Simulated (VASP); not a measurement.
# TePb in VASP 6.6.1, relaxation

INCAR

```
IBRION = 2
LWAVE = .FALSE.
NBANDS = 17
GGA = CA
NELM = 89
EDIFFG = -5E-3
LREAL = .FALSE.
LCHARG = .FALSE.
PREC = Accurate
LASPH = .TRUE.
EDIFF = 1E-7
SIGMA = 0.02
NSW = 40
ENCUT = 600
ISIF = 2
ISMEAR = -1
```

KPOINTS

```
KPOINTS created by Atomic Simulation Environment
0
Gamma
4 4 4
0 0 0
```

POSCAR

```
Pb Te
 1.0000000000000000
     0.0000000000000000    3.2846542105862091    3.2846542105862091
     3.2846542105862091    0.0000000000000000    3.2846542105862091
     3.2846542105862091    3.2846542105862091    0.0000000000000000
 Pb  Te
   1   1
Cartesian
  0.0000000000000000 -0.0000000000000000 -0.0000000000000000
  3.2846542105862091  3.2846542105862091  3.2846542105862091
```

The recommended LDA PAW datasets give the neutral cell 20 valence electrons.

Command

```
mpirun -np 1 vasp_std
```

OSZICAR

```
N       E                     dE             d eps       ncg     rms          rms(c)
DAV:   1     0.163561475861E+03    0.16356E+03   -0.96792E+03   272   0.127E+03
DAV:   2     0.319908552453E+01   -0.16036E+03   -0.15488E+03   289   0.310E+02
DAV:   3    -0.851753781810E+01   -0.11717E+02   -0.11646E+02   371   0.903E+01
DAV:   4    -0.884123299580E+01   -0.32370E+00   -0.32352E+00   320   0.166E+01
DAV:   5    -0.885282390685E+01   -0.11591E-01   -0.11590E-01   430   0.278E+00    0.304E+00
DAV:   6    -0.871006581852E+01    0.14276E+00   -0.32862E-01   396   0.384E+00    0.185E+00
DAV:   7    -0.870176364406E+01    0.83022E-02   -0.71282E-02   368   0.124E+00    0.898E-01
DAV:   8    -0.870116307274E+01    0.60057E-03   -0.84012E-03   345   0.879E-01    0.124E-01
DAV:   9    -0.870095442860E+01    0.20864E-03   -0.15242E-03   398   0.345E-01    0.407E-02
DAV:  10    -0.870095576569E+01   -0.13371E-05   -0.84921E-05   324   0.646E-02    0.217E-02
DAV:  11    -0.870095702684E+01   -0.12612E-05   -0.10638E-05   389   0.177E-02    0.557E-03
DAV:  12    -0.870095707708E+01   -0.50235E-07   -0.72545E-07   358   0.963E-03
   1 F= -.87009571E+01 E0= -.87009571E+01  d E =-.870096E+01
```

From OUTCAR

```
k-points           NKPTS =      8   k-points in BZ     NKDIM =      8   number of bands    NBANDS=     17

   NELECT =      20.0000    total number of electrons

   dimension x,y,z NGX =    40 NGY =   40 NGZ =   40
   dimension x,y,z NGXF=    80 NGYF=   80 NGZF=   80

  energy-cutoff  :      600.00
  volume of cell :       70.88
      direct lattice vectors                 reciprocal lattice vectors
     0.000000000  3.284654211  3.284654211    -0.152223025  0.152223025  0.152223025
     3.284654211  0.000000000  3.284654211     0.152223025 -0.152223025  0.152223025
     3.284654211  3.284654211  0.000000000     0.152223025  0.152223025 -0.152223025

 k-points in reciprocal lattice and weights: KPOINTS created by Atomic Simulation Env
   0.00000000  0.00000000  0.00000000       0.016
   0.25000000  0.00000000  0.00000000       0.125
   0.50000000  0.00000000  0.00000000       0.062
   0.25000000  0.25000000  0.00000000       0.094
   0.50000000  0.25000000  0.00000000       0.375
  -0.25000000  0.25000000  0.00000000       0.188
   0.50000000  0.50000000  0.00000000       0.047
  -0.25000000  0.50000000  0.25000000       0.094

 E-fermi :   5.1391

 k-point     1 :       0.0000    0.0000    0.0000
  band No.  band energies     occupation
      1     -11.8134      2.00000
      2     -11.8134      2.00000
      3     -11.8030      2.00000
      4     -11.8030      2.00000
      5     -11.8030      2.00000
      6      -6.8745      2.00000
      7      -1.0120      2.00000
      8       3.6243      2.00000
      9       3.6243      2.00000
     10       3.6243      2.00000
     11       8.7122      0.00000
     12       8.7122      0.00000
     13       8.7122      0.00000
     14      10.6729      0.00000
     15      10.6729      0.00000
     16      10.6729      0.00000
     17      12.1159      0.00000

 k-point     2 :       0.2500    0.0000    0.0000
  band No.  band energies     occupation
      1     -11.8187      2.00000
      2     -11.8187      2.00000
      3     -11.8018      2.00000
      4     -11.7963      2.00000
      5     -11.7963      2.00000
      6      -6.3935      2.00000
      7      -2.2167      2.00000
      8       3.7822      2.00000
      9       3.7822      2.00000
     10       4.1788      2.00000
     11       6.8463      0.00000
     12       7.2179      0.00000
     13       7.2179      0.00000
     14      10.7649      0.00000
     15      11.7210      0.00000
     16      11.7210      0.00000
     17      14.7616      0.00000

 k-point     3 :       0.5000    0.0000    0.0000
  band No.  band energies     occupation
      1     -11.8248      2.00000
      2     -11.8248      2.00000
      3     -11.8007      2.00000
      4     -11.7888      2.00000
      5     -11.7888      2.00000
      6      -5.5671      2.00000
      7      -3.6060      2.00000
      8       4.0674      2.00000
      9       4.0674      2.00000
     10       4.7752      2.00000
     11       5.5033      0.00000
     12       6.1005      0.00000
     13       6.1005      0.00000
     14      13.0152      0.00000
     15      13.8443      0.00000
     16      14.0215      0.00000
     17      14.0215      0.00000

 ...

  Total       -1.5228893     -1.5228893     -1.5228893      0.0000000      0.0000000     -0.0000000
  in kB      -34.4254761    -34.4254761    -34.4254761      0.0000000      0.0000000     -0.0000000
  external PRESSURE =     -34.4254761 kB  Pullay stress =       0.0000000 kB

 POSITION                                       TOTAL-FORCE (eV/Angst)
 -----------------------------------------------------------------------------------
      0.00000      0.00000      0.00000         0.000000      0.000000      0.000000
      3.28465      3.28465      3.28465         0.000000      0.000000      0.000000
 -----------------------------------------------------------------------------------
    total drift:                                0.000000     -0.000000     -0.000000

  FREE ENERGIE OF THE ION-ELECTRON SYSTEM (eV)
  ---------------------------------------------------
  free  energy   TOTEN  =        -8.7009570771 eV

  energy  without entropy=       -8.7009570759  energy(sigma->0) =       -8.70095708
```

It converged. Results: relaxed cell vector lengths 4.645, 4.645, 4.645 Å; relaxed cell volume 70.88 Å³.

These settings aren't sound, so the numbers aren't properties of the crystal.

On sound settings the LDA relaxation ends at 65.12 Å³.

The run took about 14 s on one core of a shared host (Intel Xeon Platinum 8488C) and held 0.19 GiB at most.
